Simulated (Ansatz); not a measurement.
Runs of Ansatz 0.2.0 on AlNi3. It takes space group Pm-3m (No. 221, cubic). The conventional cell has a = 3.523 Å, b = 3.523 Å, c = 3.523 Å, α = 90.00°, β = 90.00°, γ = 90.00°. Around Ni (site symmetry 4/mmm) lie 8 Ni at 2.49 Å and 4 Al at 2.49 Å. Around Al (site symmetry m-3m) lie 12 Ni at 2.49 Å. The cell is a database's computed one.

```csv
task,spin,fixed moment (μB),cell,k mesh,target pressure (GPa),gap on the mesh (eV),pressure (GPa),moment (μB)
relaxation of cell and atoms,"collinear, ferromagnetic start",-,relaxed to 10 GPa,8 × 8 × 8,10,none,10.0,0.60
relaxation of cell and atoms,"collinear, ferromagnetic start",-,relaxed to 20 GPa,8 × 8 × 8,20,none,20.0,(c)
single point,"collinear, ferromagnetic start",3.0,as given,6 × 6 × 6,-,-,6.4,3.00
single point,"collinear, ferromagnetic start",1.5,as given,6 × 6 × 6,-,-,(b),1.50
relaxation of cell and atoms,"collinear, ferromagnetic start",-,relaxed,8 × 8 × 8,0,none,0.0,0.66
single point,"collinear, program default start",0.0,as given,6 × 6 × 6,-,-,(a),0.00
single point,"collinear, ferromagnetic start",2.2,as given,6 × 6 × 6,-,-,2.9,2.20
relaxation of cell and atoms,"collinear, ferromagnetic start",-,relaxed to 2 GPa,8 × 8 × 8,2,none,2.0,0.64
```

Alike in all rows: level PBEsol; potentials or basis Ansatz PAW; cutoff (eV) 420; smearing fermi-dirac 0.05 eV.

Task: Estimate the missing entries.

Result: (a) -0.8; (b) 0.7; (c) 0.53.

Caveats: the PAW data sets come from PBE, with cores solved anew for the run's functional, which leaves a small shift of forces and pressure; the plane-wave basis is chosen anew once the cell has moved, so the energies of steps on either side of that aren't comparable (some runs); the total moment is fixed, so each spin has its own Fermi level (some runs); the thresholds are loose for stress (some runs).

A gap of «none» marks a metal or a gap under the smearing width.
